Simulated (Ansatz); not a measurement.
# Re: the cost of one run

Computed with Ansatz 0.2.0 (DFT PBE, scalar-relativistic, plane waves, PAW, unless a step's input says otherwise).

1 further run of the same task is left out (set aside as unsound or not needed).

## Step 1: Starting point

The structure is hexagonal, space group P6_3/mmc (No. 194). Conventional cell: a = 2.775 Å, b = 2.775 Å, c = 4.484 Å, α = 90.00°, β = 90.00°, γ = 120.00°. Re (site symmetry -6m2) has 12 Re at 2.76 to 2.77 Å as nearest neighbours.

Structure file:

```cif
data_structure
_symmetry_space_group_name_H-M 'P 1'
_symmetry_Int_Tables_number 1
_cell_length_a 2.7749
_cell_length_b 2.7749
_cell_length_c 4.4841
_cell_angle_alpha 90.000
_cell_angle_beta 90.000
_cell_angle_gamma 120.000
_cell_volume 29.90
loop_
_atom_site_label
_atom_site_type_symbol
_atom_site_fract_x
_atom_site_fract_y
_atom_site_fract_z
_atom_site_occupancy
Re1 Re 0.33333 0.66667 0.25000 1
Re2 Re 0.66667 0.33333 0.75000 1
```

This cell was relaxed beforehand with the same method: volume 14.95 Å³/atom, gap on the mesh none (metal).

## Step 2: Bands, states and charges

Input file input.yaml:

```yaml
crystal:
  lattice:
    - [2.7748870724, 0.0, 0.0]
    - [-1.3874435362, 2.4031226973, 0.0]
    - [0.0, 0.0, 4.4841279643]
  atoms:
    - { symbol: Re, position: [0.3333333333, 0.6666666667, 0.25] }
    - { symbol: Re, position: [0.6666666667, 0.3333333333, 0.75] }
basis:
  ecutwfc: 420
kpoints:
  mp_grid: { grid: [18, 18, 10] }
  band_path:
    path:
      - [[0.0, 0.0, 0.0], [0.5, 0.0, 0.0], [0.33333333, 0.33333333, 0.0], [0.0, 0.0, 0.0], [0.0, 0.0, 0.5], [0.5, 0.0, 0.5], [0.33333333, 0.33333333, 0.5], [0.0, 0.0, 0.5]]
      - [[0.5, 0.0, 0.5], [0.5, 0.0, 0.0]]
      - [[0.33333333, 0.33333333, 0.5], [0.33333333, 0.33333333, 0.0]]
    npoints: 14
hamiltonian:
  xc: pbe
scf:
  occupations: { method: gaussian, width: 0.1 }
  n_extra_bands: 6
output:
  forces: true
  stress: true
  eigenvalues: true
  populations: true
  dos: { projected: true, de: 0.02, nscf_kmesh: { grid: [27, 27, 15] } }
  bader: true
```

On the command line:

```bash
$ ansatz run input.yaml --threads 1 --pin off --max-ram 2560MiB --backend cpu --events-out ev --progress --plain --runs-dir out
```

**Question.** How long does this run take on 1 thread of Arm Neoverse V1, shared host, and how much memory does it need?

About 34 s, with a peak of 0.45 GiB.
